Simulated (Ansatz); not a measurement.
# HgTe: pressure and energy less free atoms as volume scale varies

All results are calculated (Ansatz 0.2.0). Periodic Kohn-Sham DFT of a crystal at fixed atoms, scaled to volume_scale times the given cell; pressure positive in compression, energy less spherical unpolarised free atoms, largest_vzz the field gradient of largest size among the nuclei.

The cell before it is scaled or strained (space group F-43m, No. 216):
```
HgTe
1.0
      0.0000     3.2235     3.2235
      3.2235     0.0000     3.2235
      3.2235     3.2235     0.0000
Hg Te
1 1
Direct
  0.00000 0.00000 0.00000
  0.75000 0.75000 0.75000
```

Settings of every row: method all-electron LAPW; functional LDA; relativity scalar; k mesh 11x11x11; filling fermi-dirac; smearing width 0.03 eV; basis error target 0.5 meV/atom; nucleus gaussian.

Atom start moment: 0 on all atoms.

Limits: no spin-orbit coupling on heavy atoms.

| row | volume scale | V (Å³/atom) | pressure (GPa) | energy less free atoms (eV/atom) |
| --- | --- | --- | --- | --- |
| 1 | 0.94 | 31.486 | 3.094 | -2.5017 |
| 2 | 0.95 | 31.82 | 2.446 | -2.5075 |
| 3 | 0.96 | 32.155 | 1.837 | -2.512 |
| 4 | 0.98 | 32.825 | 0.726 | -2.5173 |
| 5 | 0.99 | 33.16 | 0.22 | -2.5183 |
| 6 | 1 | 33.495 | -0.256 | -2.5182 |
| 7 | 1.01 | 33.83 | -0.703 | -2.5172 |
| 8 | 1.02 | 34.165 | -1.124 | -2.5153 |
| 9 | 1.04 | 34.835 | ? | ? |
| 10 | 1.05 | 35.17 | -2.239 | -2.5046 |
| 11 | 1.06 | 35.505 | -2.567 | -2.4996 |

Question: what pressure and energy less free atoms should row 9 give?

Worked fit of pressure. Take u = (V_r/V)^(2/3) − 1 with V_r = 33.328 Å³ an atom, which is twice the finite (Eulerian) strain; such expansions in the strain, on which the Birch-Murnaghan equation of state is built, carry the rest volume and the bulk modulus. The shown rows have u = 0.03863, 0.03135, 0.02417, 0.01019, 0.00337, -0.00333, -0.00992, -0.0164, -0.03523, -0.04131. Least squares give pressure = −0.0224 + 70.974 × u + 239.2 × u² + 298 × u³ GPa; a parabola predicts inner rows, each left out in turn, worse (root mean square 0.0036 against 0.00065 GPa). The rows lie off it by 0.001, -0.001, 0.000, 0.000, 0.000, 0.000, 0.000, -0.001, 0.000, 0.000. The pressure vanishes at u = 0.0003, or V = 33.31 Å³ an atom, and there the bulk modulus at fixed shape and fractions is B = −V dP/dV = (2/3)(1 + u) dP/du = 47.4 GPa. The withheld row has u = -0.02905, so the fit gives −0.0224 + 70.974 × (-0.02905) + 239.2 × (-0.02905)² + 298 × (-0.02905)³ = -1.890 GPa.

The calculation gave -1.891 GPa. The fit lies 0.001 GPa (0.018 % of the column's range) above it, one unit of the last digit.

Worked fit of energy less free atoms. Take u = (V_r/V)^(2/3) − 1 with V_r = 33.328 Å³ an atom, which is twice the finite (Eulerian) strain; such expansions in the strain, on which the Birch-Murnaghan equation of state is built, carry the rest volume and the bulk modulus. The shown rows have u = 0.03863, 0.03135, 0.02417, 0.01019, 0.00337, -0.00333, -0.00992, -0.0164, -0.03523, -0.04131. Least squares give energy less free atoms = −2.51838 − 0.0089 × u + 11.109 × u² + 7.7 × u³ eV/atom; a parabola predicts inner rows, each left out in turn, worse (root mean square 9.6e-05 against 2.1e-05 eV/atom). All shown rows lie on it to the printed digit. Its lowest point lies at u = 0.0004, or V = 33.31 Å³ an atom, and the curvature there gives the bulk modulus at fixed shape and fractions, B = (4/9)(1 + u)² E″(u)/V = 47.6 GPa. The withheld row has u = -0.02905, so the fit gives −2.51838 − 0.0089 × (-0.02905) + 11.109 × (-0.02905)² + 7.7 × (-0.02905)³ = -2.5089 eV/atom.

The calculation gave -2.509 eV/atom. The fit lies 0.0001 eV/atom (0.53 % of the column's range) above it, one unit of the last digit.
